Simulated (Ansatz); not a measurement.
Reactions of `CO[SiH2]O[SiH](O)F`.

Calculated with Ansatz (gas phase, PBE0-D4/def2-TZVP geometries, no zero-point term in ΔE). CBS: MP2 limit from def2 TZ/QZ plus the TZ coupled-cluster correction, frozen cores. This one scheme is used for every species. Functionals use def2-TZVPP. Each species was taken in one conformer, which may not be the lowest.

| reaction | CCSD/CBS(def2) (eV) | ωB97X-V (eV) | r2SCAN-D4 (eV) | CCSD(T)/CBS(def2) (eV) |
| --- | --- | --- | --- | --- |
| `CO[SiH2]O[SiH](O)F` + `O[SiH2]S` → `CO[SiH2]S[SiH2]O` + `O[SiH](O)F` | 0.58 | 0.52 | 0.47 | 0.52 |
| `CO[SiH2]O[SiH](O)F` + H₂ → `CO[SiH3]` + `O[SiH](O)F` | 1.18 | 1.16 | 1.21 | 1.21 |
| `CO[SiH2]O[SiH](O)F` + `CO[SiH2]S` → `CO[SiH2]S[SiH2]OC` + `O[SiH](O)F` | 0.66 | 0.60 | 0.57 | 0.61 |
| `CO[SiH2]O[SiH](O)F` + PH₃ → `CO[SiH2]P` + `O[SiH](O)F` | 1.20 | 1.16 | 1.11 | 1.17 |
| `CO[SiH2]O[SiH](O)F` + `CC(=O)O` → `CO[SiH2]OC(C)=O` + `O[SiH](O)F` | 0.35 | 0.35 | 0.35 | 0.34 |
| `CO[SiH2]O[SiH](O)F` + `BC#N` → `CO[SiH2]C#N` + `BO[SiH](O)F` | 0.06 | 0.04 | 0.08 | 0.05 |
| `CO[SiH2]O[SiH](O)F` + `N[SiH2]F` → `CO[SiH2]N[SiH2]F` + `O[SiH](O)F` | 0.65 | 0.64 | 0.64 | 0.64 |

Largest T1 diagnostic: 0.015, for `CC(=O)O`.
